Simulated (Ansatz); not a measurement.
# A series in space group Fm-3m

All 4 crystals share space group Fm-3m (No. 225) and the same kinds of sites, 2 atoms in the primitive cell. They are database entries and needn't be the stable phases. The set is a selection: crystals with unstable modes on a coarse mesh or in a metal were left out. Cells are relaxed by PAW under the functional.

Quantity: harmonic phonons by finite displacements (no LO-TO term; negative means unstable), on a 2×2×2 q mesh. Level: PBEsol, all-electron LAPW in Ansatz 0.2.0, scalar-relativistic.

```tsv
crystal	cell (conventional)	k mesh	smearing (eV)	highest mode (cm⁻¹)	lowest at L (cm⁻¹)	lowest at X (cm⁻¹)	highest at Γ (cm⁻¹)
SnTe	a = 6.288 Å	10×10×10	none	123	79.2	33.1	19.8
BaTe	a = 6.943 Å	6×6×6	none	114	71.5	40.4	95.0
TiC	a = 4.294 Å	16×16×16	0.10	732	270	297	542
TiN	a = 4.204 Å	14×14×14	0.05	?	?	?	?
```

Q: What did the calculation give for TiN?

A: highest mode = 599 cm⁻¹, lowest at L = 192 cm⁻¹, lowest at X = 264 cm⁻¹, highest at Γ = 535 cm⁻¹.

Caveats: the gap is tiny at this level, and band order or a closed gap can change these values (SnTe); rock-salt SnTe distorts to a rhombohedral form at low temperature, and its gap hangs on spin-orbit coupling (SnTe); responses of metals move with mesh and smearing (TiC, TiN).
